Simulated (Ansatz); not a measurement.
# CdTe (110): surface energy and levels, part 3 of 3

This session takes CdTe and sets out to compute energy, relaxation and work function or band edges of the (110) face.

Ansatz 0.2.0; DFT LDA, scalar-relativistic, plane waves, PAW.

### 5 Relaxing the (110) slab

The COD entry's cell or inner coordinates are ideal or old and differ from later refinements, so a difference from it is no clean test against experiment.

Contents of input.yaml:

```yaml
crystal:
  lattice:
    - [4.5325544674, 0.0, 0.0]
    - [0.0, 6.41, 0.0]
    - [0.0, 0.0, 26.3313861685]
  atoms:
    - { symbol: Cd, position: [0.5, 0.5, 0.2848311878] }
    - { symbol: Te, position: [0.0, 0.75, 0.2848311878] }
    - { symbol: Cd, position: [0.0, 0.0, 0.3708987127] }
    - { symbol: Te, position: [0.5, 0.25, 0.3708987127] }
    - { symbol: Cd, position: [0.5, 0.5, 0.4569662376] }
    - { symbol: Te, position: [0.0, 0.75, 0.4569662376] }
    - { symbol: Cd, position: [0.0, 0.0, 0.5430337624] }
    - { symbol: Te, position: [0.5, 0.25, 0.5430337624] }
    - { symbol: Cd, position: [0.5, 0.5, 0.6291012873] }
    - { symbol: Te, position: [0.0, 0.75, 0.6291012873] }
    - { symbol: Cd, position: [0.0, 0.0, 0.7151688122] }
    - { symbol: Te, position: [0.5, 0.25, 0.7151688122] }
basis:
  ecutwfc: 420
kpoints:
  mp_grid: { grid: [6, 4, 1] }
hamiltonian:
  xc: lda
scf:
  occupations: { method: gaussian, width: 0.05 }
output:
  forces: true
  eigenvalues: true
  write_density: true
  write_potential: true
  elf: true
  volumetric_format: npy
relax:
  adjacent_minimum: "off"
  f_tol: 0.02
  max_steps: 60
efield:
  axis: 3
  dipole_correction: true
```

Launch:

```bash
> ansatz run input.yaml --threads 2 --pin off --max-ram 5120MiB --backend cpu --events-out ev --progress --plain --runs-dir out
```

The program printed:

```text
Warning: RAYON_NUM_THREADS=2 ignored (pool sized by the plan → 2); use --threads N
Engine: ansatz 0.2.0, aarch64-unknown-linux-gnu
Pseudopotentials: kind: paw
Pseudopotential: Cd, paw, valence charge 20, recommended cutoff 420 eV (normal), Cd.paw.azcp
Pseudopotential: Te, paw, valence charge 16, recommended cutoff 420 eV (normal), Te.paw.azcp
Functional definition: SPW92
  exchange = slater_x
  correlation = pw_c
Crystal: 12 atoms, lattice volume = 765.024 Å³
Basis set: ecut = 420 eV, 14991 PW (Γ)
Bands: 130, of which v1, the nominal top of the filled ones, is band 108 counted from 1 (107 counted from 0)
Symmetry: 2 space group operations
k-points: 12 of 24 (time reversal used)
Non-local potential: Cd, projectors of the file, l = 0: 3, l = 1: 2, l = 2: 2, l = 3: 1
Non-local potential: Te, projectors of the file, l = 0: 2, l = 1: 2, l = 2: 2, l = 3: 2
PAW form: soft (Blöchl's): semilocal exchange-correlation on the pseudo side does not see the compensation charge
PAW frozen core: Cd, regenerated for the run's functional, and the local potential with it (the file was generated under x = pbe(κ = 0.804, μ = 0.2195149727645171), c = pbe(β = 0.06672455060314922))
PAW frozen core: Te, regenerated for the run's functional, and the local potential with it (the file was generated under x = pbe(κ = 0.804, μ = 0.2195149727645171), c = pbe(β = 0.06672455060314922))
PAW one-centre angular grid: Cd, 590 points (default); XC on 64 Gauss nodes
PAW one-centre angular grid: Te, 590 points (default); XC on 64 Gauss nodes
Initial density: superposition of atomic densities (neutral atoms: chi_scale 0, normalization atom), corrected by the library's trained network
Initial wavefunctions: pseudopotential atomic-orbital guess
Functional: x = slater, c = lda
SCF iter   1: F=—  HF=-89672.706990 eV  |F-HF|=—  |Δ(HF+E_count)|=         —  Δρ=4.67e-3  dr2=1.30e-1  ethr=1.77e-3  p=0.000 e·Å  D=6.67e-14 V/Å  ΔV_dip=-0.00 eV  dr2_dipole=1.42e-7  V_vac-E_F(+/−)=4.74/4.74 eV  ⟨swp⟩=8.9  Hψ=7007  notcnv=0  defer=89
efield: sawtooth ramp at fractional position 0.9500 (placed from the atoms, in the widest stretch of the axis that holds none; the zero of the levels goes with the place), width 0.1000; the density the first Hamiltonian is built on has a dipole p = 0.000 e·Å; the dipole correction subtracts the counter field D = 6.67e-14 V/Å, which shifts the + side's vacuum level by -0.00 eV against the − side's; the planar-averaged density in the ramp window peaks in size at 3.0e-5 e/Å³
preconditioner: auto → Resta (q_TF=auto, 2.210 Å⁻¹)  ε∞=2.7  [insulator: Δε(μ)=0.634 eV  Ē_g=10.763 eV  σ=0.050 eV  W_gap=1.00  n_scr=144 (ndim 8)  ℏωp=14.0 eV  f_vac=0.495  D(μ)=0.00/eV (n_scr^D=0)  ε∞_Penn≈2.7  vacuum switching on, ρ_ref=8.4e-3 e/Å³]
SCF iter   2: F=—  HF=-89672.673487 eV  |F-HF|=—  |Δ(HF+E_count)|=   3.35e-2  Δρ=1.67e-3  dr2=2.03e-2  ethr=6.02e-5  p=-0.000 e·Å  D=-5.77e-5 V/Å  ΔV_dip=0.00 eV  dr2_dipole=3.09e-7  V_vac-E_F(+/−)=4.82/4.82 eV  ⟨swp⟩=2.0  Hψ=2485  notcnv=0  defer=184
SCF iter   3: F=—  HF=-89672.671469 eV  |F-HF|=—  |Δ(HF+E_count)|=   2.02e-3  Δρ=7.86e-4  dr2=5.35e-3  ethr=9.39e-6  p=0.000 e·Å  D=3.81e-5 V/Å  ΔV_dip=-0.00 eV  dr2_dipole=3.44e-7  V_vac-E_F(+/−)=4.74/4.74 eV  ⟨swp⟩=2.0  Hψ=1661  notcnv=0  defer=184
SCF iter   4: F=—  HF=-89672.671317 eV  |F-HF|=—  |Δ(HF+E_count)|=   1.52e-4  Δρ=2.76e-4  dr2=8.97e-4  ethr=2.48e-6  p=-0.000 e·Å  D=-5.39e-5 V/Å  ΔV_dip=0.00 eV  dr2_dipole=5.80e-7  V_vac-E_F(+/−)=4.76/4.76 eV  ⟨swp⟩=2.0  Hψ=1555  notcnv=0  defer=184
SCF iter   5: F=—  HF=-89672.671283 eV  |F-HF|=—  |Δ(HF+E_count)|=   3.40e-5  Δρ=6.81e-5  dr2=4.94e-5  ethr=4.15e-7  p=0.000 e·Å  D=6.59e-5 V/Å  ΔV_dip=-0.00 eV  dr2_dipole=9.23e-7  V_vac-E_F(+/−)=4.74/4.74 eV  ⟨swp⟩=2.4  Hψ=2120  notcnv=0  defer=184
iter 6 did not close the SCF: its close was put off until two iterations running show no level that it waits for move by more than its bar (scf_convergence_deferred on its scf_iter line)
SCF iter   6: F=-89672.671287 eV  HF=-89672.671292 eV  |F-HF|=4.24e-6  |Δ(HF+E_count)|=   9.03e-6  Δρ=2.04e-5  dr2=6.73e-6  ethr=4.63e-9  p=-0.000 e·Å  D=-1.15e-4 V/Å  ΔV_dip=0.00 eV  dr2_dipole=2.74e-6  V_vac-E_F(+/−)=4.74/4.74 eV  ⟨swp⟩=22.0  Hψ=16029  notcnv=0
SCF iter   7: F=—  HF=-89672.671295 eV  |F-HF|=—  |Δ(HF+E_count)|=   3.08e-6  Δρ=1.11e-5  dr2=1.12e-5  ethr=3.11e-9  p=0.001 e·Å  D=2.12e-4 V/Å  ΔV_dip=-0.01 eV  dr2_dipole=9.22e-6  V_vac-E_F(+/−)=4.74/4.74 eV  ⟨swp⟩=2.4  Hψ=2015  notcnv=0
SCF iter   8: F=-89672.671291 eV  HF=-89672.671293 eV  |F-HF|=2.07e-6  |Δ(HF+E_count)|=   1.53e-6  Δρ=5.40e-6  dr2=1.37e-6  ethr=3.11e-9  p=0.000 e·Å  D=6.84e-5 V/Å  ΔV_dip=-0.00 eV  dr2_dipole=9.80e-7  V_vac-E_F(+/−)=4.74/4.74 eV  ⟨swp⟩=11.7  Hψ=10779  notcnv=0
SCF 1 converged in 8 iterations: F = -89672.671291 eV  dr2 = 1.37e-6
relax step   1: F+E_penalty+E_count = -89672.67129113 eV  Δ(F+E_penalty+E_count) = +0.000e0 eV  max|allowed force component| = 7.876e-1 eV/Å  Δτ_max = 0.0000 Å  (8 SCF iters, dr2 threshold 1.00e-5 eV, accepted)
[... 11 lines left out ...]
relax step   2: F+E_penalty+E_count = -89673.16168103 eV  Δ(F+E_penalty+E_count) = -4.904e-1 eV  max|allowed force component| = 5.636e-1 eV/Å  Δτ_max = 0.1948 Å  (5 SCF iters, dr2 threshold 3.88e-5 eV, accepted)
[... 10 lines left out ...]
relax step   3: F+E_penalty+E_count = -89673.44158304 eV  Δ(F+E_penalty+E_count) = -2.799e-1 eV  max|allowed force component| = 3.530e-1 eV/Å  Δτ_max = 0.1950 Å  (6 SCF iters, dr2 threshold 1.99e-5 eV, accepted)
[... 8 lines left out ...]
relax step   4: F+E_penalty+E_count = -89673.57219816 eV  Δ(F+E_penalty+E_count) = -1.306e-1 eV  max|allowed force component| = 9.819e-2 eV/Å  Δτ_max = 0.1971 Å  (5 SCF iters, dr2 threshold 4.89e-5 eV, accepted)
[... 10 lines left out ...]
relax step   5: F+E_penalty+E_count = -89673.59552264 eV  Δ(F+E_penalty+E_count) = -2.332e-2 eV  max|allowed force component| = 5.833e-2 eV/Å  Δτ_max = 0.1371 Å  (7 SCF iters, dr2 threshold 7.46e-7 eV, accepted)
[... 10 lines left out ...]
relax step   6: F+E_penalty+E_count = -89673.59811273 eV  Δ(F+E_penalty+E_count) = -2.590e-3 eV  max|allowed force component| = 1.672e-2 eV/Å  Δτ_max = 0.0319 Å  (7 SCF iters, accepted)
WARN: The output density's exchange-correlation potential varies sharply where the density is thin. Do not read a vacuum level from v_tot or v_xc, or from such a field of the output density. On a cell that repeats whose density bears no net charge and no dipole along the vacuum's axis use v_es (v_loc + v_h of the components); under efield.dipole_correction with no amplitude use v_es + v_field, which holds any external_charges[].barrier, or the levels of the report's work_function block, which leave it out; under a non-zero efield.amplitude the vacuum is tilted and has no level; on a cell that repeats and bears such a dipole with no correction it is tilted too, and efield.dipole_correction with no amplitude gives each side of its ramp a level where efield: is served; in a cell that repeats whose density bears a net charge (total_charge, or a fill off its count) it is curved and has none; of a slab under crystal.periodic whose density bears no net charge use v_es, which has a level on each side, short of where the two are joined; of another it falls or rises all the way out and has none; of a slab beside external_charges read slab_vacuum_level instead, which it has where they leave it neutral. The grid or the basis barely resolves most such structure, and the values can differ between equally converged runs; as a rule a tighter scf.convergence.dr2_threshold does not remove it. Where the density itself ripples (under the LDA too) a higher basis.ecutwfc lessens it. The files hold the spikes' plane waves up to the density's cutoff. Files: v_tot_of_output_density and the like, and their columns of v_z.tsv (output.write_potential); v_xc_of_output_density and the like, and their columns of v_comp_z.tsv (output.write_potential_components). Measured: with its Gaussian average of σ = 0.25 Å subtracted twice, the exchange-correlation potential is over 0.1 eV at 395 of the grid points where the equally averaged density (valence and model cores) is under 1e-3 e/Å³, and 0.350 eV at the most among them, at an averaged density of 5.2e-5 e/Å³. The input density's (outcome.potential() and, of a run that writes arrays, v_tot and v_xc) is over 0.1 eV, so measured, at 393 points of its own thin density, 0.350 eV at the most. See output.write_potential in the manual, Limitations
SCF converged after 7 iterations
Free energy (F): -89673.598113 eV
Harris-Foulkes:  -89673.598113 eV  (|F-HF|=5.02e-9)
Internal energy: -89673.598113 eV  (E = F + TS)
E sigma→0 (E₀):  -89673.598113 eV
Fermi energy:    1.909767 eV
Dipole field:    D = -0.000007 V/Å  (p = -0.000028 e·Å, saw-weighted, corrected)
Work function:   Φ+ = 4.7862 eV   Φ− = 4.7860 eV
Levels:          The Fermi level and band energies are counted from a zero that moves with the ramp; work functions are not
--- Per-component energies (eV) ---
  E_band       = -6059.940538
  E_kinetic    = 4123.493746
  E_local      = -192628.947676  (includes V_loc(G=0)·N_el)
  E_nonlocal   = -1584.055576
  E_hartree    = 95765.767744
  E_xc         = -1795.052744
  E_vxc        = -1956.188017  (∫ρ·V_xc dr)
  E_paw        = -50745.636680  (= ΣΔE_a)
  E_vpaw       = -5545.777777  (= ΣTr[D̂ρ^β])
  E_aug_tail   = -0.001173  (compensation charges beyond the density's cutoff)
  E_efield     = 0.000000  (sawtooth field / dipole correction)
  E_vefield    = -0.000000  (∫n·V_field dr)
  E_ewald      = 57182.162866
  E_core_change = 8.671380  (= ΣΔE_core)
  E_smearing   = -0.000000  (= −TS)
  E_closure    = -0.000000  (closes the sum)
  Σ components = -89673.598113   (vs F -89673.598113, Δ=0.00e0)
--- Forces (eV/Å), atoms counted from 1 ---
  atom   1  Cd     0.00000000    -0.00708677     0.01098458
  atom   2  Te    -0.00000000    -0.00185784    -0.00370274
  atom   3  Cd    -0.00000000     0.01129775     0.00265243
  atom   4  Te    -0.00000000    -0.00157667    -0.01672256
  atom   5  Cd     0.00000000     0.00391331     0.00197855
  atom   6  Te    -0.00000000    -0.00495215     0.00068955
  atom   7  Cd     0.00000000     0.00389684    -0.00129487
  atom   8  Te    -0.00000000    -0.00482237    -0.00110980
  atom   9  Cd    -0.00000000     0.01171981    -0.00223796
  atom  10  Te     0.00000000    -0.00191146     0.01564862
  atom  11  Cd     0.00000000    -0.00662428    -0.01075201
  atom  12  Te     0.00000000    -0.00199506     0.00386987
  max |Σ_I F_I| component: 3.66e-6 eV/Å
--- Band table (eV; the first three rows and the last of 12) ---
  k-point 0: bands = ["-100.6740", "-100.6736", "-100.6308", "-100.6306", "-100.5991", "-100.5988", "-61.8724", "-61.8721", "-61.7986", "-61.7983", "-61.7754", "-61.7753", "-61.7721", "-61.7717", "-61.7710", "-61.7709", "-61.7701", "-61.7700", "-61.7529", "-61.7526", "-61.7389", "-61.7386", "-61.7295", "-61.7292", "-34.7428", "-34.7425", "-34.7359", "-34.7355", "-34.7328", "-34.7325", "-34.7092", "-34.7088", "-34.7013", "-34.7009", "-34.6944", "-34.6939", "-34.6903", "-34.6901", "-34.6883", "-34.6881", "-34.6823", "-34.6821", "-34.6800", "-34.6799", "-34.4635", "-34.4631", "-34.4489", "-34.4485", "-34.4224", "-34.4219", "-34.3878", "-34.3874", "-34.3838", "-34.3834", "-10.0569", "-9.9026", "-9.6762", "-9.5460", "-9.3757", "-9.3737", "-7.0618", "-7.0598", "-7.0335", "-7.0139", "-6.9988", "-6.9742", "-6.9487", "-6.9076", "-6.8893", "-6.8850", "-6.8724", "-6.8676", "-6.8666", "-6.8537", "-6.7967", "-6.7737", "-6.7649", "-6.7524", "-6.7489", "-6.7485", "-6.7384", "-6.7345", "-6.7321", "-6.7307", "-6.6995", "-6.6918", "-6.5415", "-6.4389", "-6.2658", "-6.2144", "-3.1177", "-2.8711", "-2.2009", "-1.9790", "-1.3844", "-1.0116", "-0.9426", "-0.5564", "-0.5400", "-0.2228", "-0.1159", "0.2880", "0.3293", "0.8207", "0.9444", "1.0744", "1.1798", "1.3260", "2.4935", "3.2467", "3.7428", "3.7444", "4.0970", "4.1274", "4.2830", "4.9863", "5.7344", "5.7915", "5.8096", "6.0009", "6.0301", "6.2125", "6.4204", "6.4597", "6.5180", "6.6350", "6.9818", "7.2693", "7.3928", "7.5821"]
[... 3 lines left out ...]
--- Relaxed structure (6 steps of the walk, 6 accepted, 0 SCFs on fresh bases) ---
  F+E_penalty+E_count = -89673.59811273 eV   max|allowed force component| = 1.672e-2 eV/Å
  atoms:
    - { symbol: Cd, position: [0.49999999999999994, 0.5587977018886754, 0.30789755995893436] }
    - { symbol: Te, position: [-5.533174207799714e-18, 0.7560970897412417, 0.2762522518901701] }
    - { symbol: Cd, position: [-3.528928327223604e-18, -0.019954001902253823, 0.3654272692187956] }
    - { symbol: Te, position: [0.49999999999999994, 0.23123581147179753, 0.37402822984603956] }
    - { symbol: Cd, position: [0.49999999999999994, 0.4863503641588765, 0.4600461004125358] }
    - { symbol: Te, position: [-1.7170515749792799e-18, 0.7375209819217178, 0.4543040269298832] }
    - { symbol: Cd, position: [-1.98572351162624e-18, -0.013673631916157189, 0.5399549880652122] }
    - { symbol: Te, position: [0.49999999999999994, 0.23750220477564515, 0.5456927653201349] }
    - { symbol: Cd, position: [0.49999999999999994, 0.4800136139067277, 0.634564236500821] }
    - { symbol: Te, position: [-2.012956585933193e-18, 0.7312274937074628, 0.6259802893173869] }
    - { symbol: Cd, position: [-1.4873855133939234e-17, 0.058780734129623695, 0.6921075737256558] }
    - { symbol: Te, position: [0.49999999999999994, 0.2561016381166423, 0.7237447088144308] }
```

Wall time 8.4 min (2 threads of Arm Neoverse V1, shared host); peak memory 1.7 GiB.

Step by step:

| step | energy from step 1 (eV/cell) | largest force component (eV/Å) |
| --- | --- | --- |
| 1 | 0.0000 | 0.7876 |
| 2 | -0.4904 | 0.5636 |
| 3 | -0.7703 | 0.3530 |
| 4 | -0.9009 | 0.0982 |
| 5 | -0.9242 | 0.0583 |
| 6 | -0.9268 | 0.0167 |

Step 1 is the start.

From the log: gap on the mesh 1.17 eV; ionisation potential 5.37 eV; electron affinity 4.20 eV.

Plane-averaged electrostatic potential energy of an electron across the slab, counted from the valence-band top:

z (Å), V (eV) and a bar:
```
     1.46       5.37 ##############################
     2.05       5.37 ##############################
     2.34       5.37 ##############################
     2.93       5.37 ##############################
     3.51       5.37 ##############################
     3.80       5.37 ##############################
     4.39       5.36 ##############################
     4.68       5.35 ##############################
     5.27       5.27 ##############################
     5.85       4.86 ############################
     6.14       4.23 #########################
     6.73       1.93 ###############
     7.31       1.70 ##############
     7.61      -0.34 ######
     8.19      -1.22 ##
     8.48      -0.25 ######
     9.07      -1.69 
     9.65      -1.24 ##
     9.95      -0.43 #####
    10.53       0.26 ########
    11.12       0.92 ###########
    11.41      -0.44 #####
    12.00      -0.55 #####
    12.58      -1.29 ##
    12.87       0.43 #########
    13.46       0.43 #########
    13.75      -1.29 ##
    14.34      -0.55 #####
    14.92      -0.44 #####
    15.21       0.92 ###########
    15.80       0.26 ########
    16.38      -0.43 #####
    16.68      -1.24 ##
    17.26      -1.69 
    17.85      -0.25 ######
    18.14      -1.22 ##
    18.72      -0.34 ######
    19.02       1.70 ##############
    19.60       1.93 ###############
    20.19       4.23 #########################
    20.48       4.86 ############################
    21.07       5.27 ##############################
    21.65       5.35 ##############################
    21.94       5.36 ##############################
    22.53       5.37 ##############################
    22.82       5.37 ##############################
    23.41       5.37 ##############################
    23.99       5.37 ##############################
    24.28       5.37 ##############################
    24.87       5.37 ##############################
```

Density in a lattice plane of the grid's cell (edges 6.41 and 26.33 Å, at 0.500 of the third edge), which holds Cd and Te.

Ten even steps from '0' (0.00 e/Å³) to '9' (17.37 e/Å³):
```
000000
000000
000000
000000
000000
000000
000600
000000
031000
000000
000900
000000
000000
000610
000000
000000
000000
000000
000000
000000
```
Columns run along the first of these edges and rows up along the second, over one cell in 6 and 20 even steps from the bottom left corner. Atoms in the plane (fractional): Cd at (0.56, 0.31), Te at (0.23, 0.37), Cd at (0.49, 0.46), Te at (0.24, 0.55), Cd at (0.48, 0.63), Te at (0.26, 0.72).

ELF in the same plane.

Values, 12 rows by 6 columns:
```
0.00 0.00 0.00 0.00 0.00 0.00
0.02 0.08 0.13 0.06 0.00 0.00
0.52 0.54 0.56 0.76 0.02 0.02
0.09 0.47 0.27 0.33 0.17 0.02
0.27 0.56 0.65 0.19 0.09 0.02
0.17 0.61 0.55 0.21 0.15 0.02
0.20 0.62 0.61 0.19 0.14 0.02
0.23 0.59 0.66 0.37 0.30 0.05
0.01 0.00 0.05 0.14 0.14 0.03
0.00 0.00 0.00 0.00 0.00 0.00
0.00 0.00 0.00 0.00 0.00 0.00
0.00 0.00 0.00 0.00 0.00 0.00
```
Columns run along the first of these edges and rows up along the second, over one cell in 6 and 12 even steps from the bottom left corner. Atoms in the plane (fractional): Cd at (0.56, 0.31), Te at (0.23, 0.37), Cd at (0.49, 0.46), Te at (0.24, 0.55), Cd at (0.48, 0.63), Te at (0.26, 0.72).

Both are smooth fields of the valence electrons: close to the nuclei they are not physical.

Maxima of ELF outside the ion cores: 0.84 beside Te, off the lines to its neighbours, 1.5 Å from Te; 0.65 on the Te–Cd line, 1.3 Å from Te.

### 6 What the (110) slab gives

The surface energy is (E_slab − N·E_bulk) / 2A, with N = 12 atoms and A = 29.05 Å².

|  | as cut | relaxed |
| --- | --- | --- |
| surface energy, mean of both faces | 0.60 J/m² | 0.35 J/m² |
| gap of the slab on the mesh | 0.69 eV | 1.17 eV |
| bulk valence top under the vacuum level | 5.07 eV | 5.54 eV |
| bulk conduction bottom under the vacuum level | 4.46 eV | 4.93 eV |
| dipole along +c (e·Å/cell) | -0.001 | 0.000 |

The bulk's band edges are placed through the mean potential in the slab's middle.

How the layers moved (bottom to top):

```
plane  atoms  spacing to the next, as cut (Å)  relaxed (Å)  change (%)  rumpling (Å)
    1   CdTe                            2.266        2.045        -9.8         0.833
    2   CdTe                            2.266        2.303        +1.6         0.226
    3   CdTe                            2.266        2.255        -0.5         0.151
    4   CdTe                            2.266        2.303        +1.6         0.151
    5   CdTe                            2.266        2.045        -9.8         0.226
    6   CdTe                                                                   0.833
```

### 7 What came out

What follows sums up all 3 parts.

| quantity | value |
| --- | --- |
| surface energy, (110), cut with CdTe on top | 0.35 J/m² |
| bulk valence top under the vacuum level, (110), cut with CdTe on top | 5.54 eV |

What this shows: The outermost spacing of (110) contracts by 9.8 %, and relaxation gains 0.256 J/m² a face. The top plane rumples by 0.83 Å. A small gap on a finite set of k points may hide a crossing between them. Spin-orbit coupling is left out, which matters for the bands of Te.
